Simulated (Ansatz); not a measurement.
# CuO (C2/c): one cell, many starting occupations (series 2), part 2 of 2

DFT+U has many self-consistent solutions. How far apart do the states of CuO (C2/c) lie when only the starting occupations change? Cell and atoms stay fixed.

Ansatz 0.2.0; DFT PBE+U (U_eff = 7 eV on Cu d), plane waves, PAW. The steps go on from the part before.

### Step 6. Random orbitals: drawn by pairs, second filling

Contents of input.yaml:

```yaml
crystal:
  lattice:
    - [2.34184962, -1.71129972, 0.0]
    - [2.34184962, 1.71129972, 0.0]
    - [-0.85002986, 0.0, 5.05786919]
  atoms:
    - { symbol: Cu, position: [0.0, 0.5, 0.0], spin: 1.0 }
    - { symbol: Cu, position: [0.5, 0.0, 0.5], spin: -1.0 }
    - { symbol: O, position: [0.5816, 0.4184, 0.25] }
    - { symbol: O, position: [0.4184, 0.5816, 0.75] }
basis:
  ecutwfc: 420
  ecutrho_ratio: 4
kpoints:
  mp_grid: { grid: [7, 7, 4] }
hamiltonian:
  xc: pbe
  hubbard:
    sites:
      - { site: 0, l: d, u_eff: 7.0, starting_ns: [{ spin: up, occupation_matrix: s0up }, { spin: down, occupation_matrix: s0down }] }
      - { site: 1, l: d, u_eff: 7.0, starting_ns: [{ spin: up, occupation_matrix: s1up }, { spin: down, occupation_matrix: s1down }] }
    occupation_matrices:
      s0up:
        matrix:
          - [0.97, 0.0, 0.0, 0.0, 0.0]
          - [0.0, 0.97, 0.0, 0.0, 0.0]
          - [0.0, 0.0, 0.97, 0.0, 0.0]
          - [0.0, 0.0, 0.0, 0.97, 0.0]
          - [0.0, 0.0, 0.0, 0.0, 0.97]
      s0down:
        matrix:
          - [0.97, 0.0, 0.0, 0.0, 0.0]
          - [0.0, 0.495, 0.475, 0.0, 0.0]
          - [0.0, 0.475, 0.495, 0.0, 0.0]
          - [0.0, 0.0, 0.0, 0.97, 0.0]
          - [0.0, 0.0, 0.0, 0.0, 0.97]
      s1up:
        matrix:
          - [0.97, 0.0, 0.0, 0.0, 0.0]
          - [0.0, 0.97, 0.0, 0.0, 0.0]
          - [0.0, 0.0, 0.25587, -0.41042, 0.0]
          - [0.0, 0.0, -0.41042, 0.73413, 0.0]
          - [0.0, 0.0, 0.0, 0.0, 0.97]
      s1down:
        matrix:
          - [0.97, 0.0, 0.0, 0.0, 0.0]
          - [0.0, 0.97, 0.0, 0.0, 0.0]
          - [0.0, 0.0, 0.97, 0.0, 0.0]
          - [0.0, 0.0, 0.0, 0.97, 0.0]
          - [0.0, 0.0, 0.0, 0.0, 0.97]
    ns_hold: { iters: 12 }
scf:
  occupations: { method: gaussian, width: 0.05 }
  lower_state_search: "off"
  max_iter: 150
output:
  forces: true
  stress: true
  eigenvalues: true
  populations: true
  hubbard: { sites: [{ site: 0, l: d }, { site: 1, l: d }] }
magnetization:
  spin_polarized: true
```

The typed matrices put 0.97 on the chosen orbitals and 0.02 on the others, and are held for 12 cycles.

The run is started by

```bash
$ ansatz run input.yaml --threads 2 --pin off --max-ram 3072MiB --backend cpu --events-out ev --progress --plain --runs-dir out
```

Standard output (excerpt; [...] marks lines left out):

```text
Warning: crystal.symmetry: narrowed to the stabiliser of the occupation matrices — unitary ops 2 → 2, anti-unitary 2 → 0; lowered by the specified shells (site 0, l: d), (site 1, l: d); largest admitted image defect 4.4e-16, smallest excluded 4.8e-1 — at a splitting's scale: the group the [...]
Warning: RAYON_NUM_THREADS=2 ignored (pool sized by the plan → 2); use --threads N
Cu: projections on atomic orbitals take those of the free atom [Ne] 3s2 3p6 3d10 4s1, of charge +0.00 (hamiltonian.pseudopotentials.projection_atoms); the dataset's partial waves leave at most 2.0e-6 of an orbital's norm unspanned inside its sphere
O: projections on atomic orbitals take those of the free atom [He] 2s2 2p4, of charge +0.00 (hamiltonian.pseudopotentials.projection_atoms); the dataset's partial waves leave at most 1.9e-8 of an orbital's norm unspanned inside its sphere
[...]
Pseudopotentials: kind: paw
Pseudopotential: Cu, paw, valence charge 19, recommended cutoff 420 eV (normal), Cu.paw.azcp
Pseudopotential: O, paw, valence charge 6, recommended cutoff 420 eV (normal), O.paw.azcp
Functional definition: PBE
[...]
Crystal: 4 atoms, lattice volume = 40.540 Å³
[...]
WARN: hamiltonian.hubbard: on 1 of 4 specified blocks the occupation matrix of this SCF's result fails the test of the specified filling. At site 1 ↑ (sites count from 0 in the list of atoms of the cell that this SCF solves) the least filled combination of the orbitals specified full has [...]
     2      O      6.9560    -0.0000
     3      O      6.9560    -0.0000
  spilling = 0.004585 (of n_electrons = 50.000000)
--- Occupation matrices: 2 shells (run DFT+U table (all-electron-ortho-atomic); ε = 5.32e-3) ---
  Cu0 d_3D: site group Ci (-1)
  Cu0 d_3D up     Tr n = 4.9631  λ = 0.984 0.987 0.997 0.997 0.998  [2× xy 0.36 Ag(1.00) | 3× z2 0.30 Ag(1.00)]
  Cu0 d_3D dn     Tr n = 4.4007  λ = 0.421 0.984 0.998 0.998 0.999  [xz 0.61 Ag(1.00) | xy 0.72 Ag(1.00) | 3× z2 0.30 Ag(1.00)]
  specified occupation → Cu0 d_3D up: matrix, ‖Δ‖_F = 0.0522, Tr Δ = -0.1131, displaced = 0.0566, d_λ = 0.0522; orbital distance = 0.0000
  specified occupation → Cu0 d_3D dn: matrix, ‖Δ‖_F = 0.5160, Tr Δ = -0.5007, displaced = 0.3289, d_λ = 0.4046; orbital distance = 0.4325
  Cu1 d_3D: site group Ci (-1)
  Cu1 d_3D up     Tr n = 4.4007  λ = 0.421 0.984 0.998 0.998 0.999  [xz 0.61 Ag(1.00) | xy 0.72 Ag(1.00) | 3× z2 0.30 Ag(1.00)]
  Cu1 d_3D dn     Tr n = 4.9631  λ = 0.984 0.987 0.997 0.997 0.998  [2× xy 0.36 Ag(1.00) | 3× z2 0.30 Ag(1.00)]
  specified occupation → Cu1 d_3D up: matrix, ‖Δ‖_F = 0.9175, Tr Δ = -0.5007, displaced = 0.6468, d_λ = 0.4046; orbital distance = 1.1121
  specified occupation → Cu1 d_3D dn: matrix, ‖Δ‖_F = 0.0522, Tr Δ = -0.1131, displaced = 0.0566, d_λ = 0.0522; orbital distance = 0.0000
  Tr n, λ and their labels are of the run-group-symmetrised matrices; stabiliser: 4 of 8 elements of G0×{1,Θ} (closed), max defect 7.2e-5 at τ = 1.1e-3
```

Run time: 21 s. Hardware: 2 threads of Arm Neoverse V2, shared host; peak memory 0.52 GiB.

End state: a gap on the mesh of 0.81 eV, pressure 8.6 GPa, moments in spheres Cu 0.60, -0.60 μB, largest force component 0.04 eV/Å, 2 symmetry operations imposed. The program reports that the typed filling wasn't kept.

How the shells are filled (orbitals counted by the eigenvalues of the occupation matrices):

| shell | channel | electrons | over 0.8 | 0.2 to 0.8 | under 0.2 |
| --- | --- | --- | --- | --- | --- |
| Cu 3d (atom 1) | up | 4.96 | 5 | 0 | 0 |
| Cu 3d (atom 1) | down | 4.40 | 4 | 1 | 0 |
| Cu 3d (atom 2) | up | 4.40 | 4 | 1 | 0 |
| Cu 3d (atom 2) | down | 4.96 | 5 | 0 | 0 |

### Step 7. Results

What follows sums up all 2 parts.

Energies count from the lowest free state and have the smearing extrapolated to zero.

| start | energy (meV/atom) | gap (eV) | pressure (GPa) | largest moment (μB) | SCF cycles | time |
| --- | --- | --- | --- | --- | --- | --- |
| random orbitals: fully mixed, first filling | 0.0 | 0.81 | 8.6 | 0.60 | 33 | 23 s |
| random orbitals: drawn by pairs, first filling (earlier series) | 0.0 | 0.81 | 8.6 | 0.60 | 62 | 82 s |
| random orbitals: drawn by pairs, second filling | 0.0 | 0.81 | 8.6 | 0.60 | 29 | 21 s |
| random orbitals: single harmonics, second filling | 0.0 | 0.81 | 8.6 | 0.60 | 41 | 30 s |
| random orbitals: single harmonics, first filling | 121.9 | metal | 9.5 | 0.00 | 44 | 30 s |
| random orbitals: fully mixed, one electron more | 121.9 | metal | 9.5 | 0.00 | 26 | 18 s |

The 6 free runs end at 2 energies more than 1 meV/atom apart (states closer than that can still differ), spread over 122 meV/atom; the lowest came from «random orbitals: fully mixed, first filling» and 3 more starts. Their gaps on the mesh range from zero to 0.81 eV, so the gap depends on the state reached. The lowest state found need not be the ground state, and the geometry wasn't relaxed for any of them.
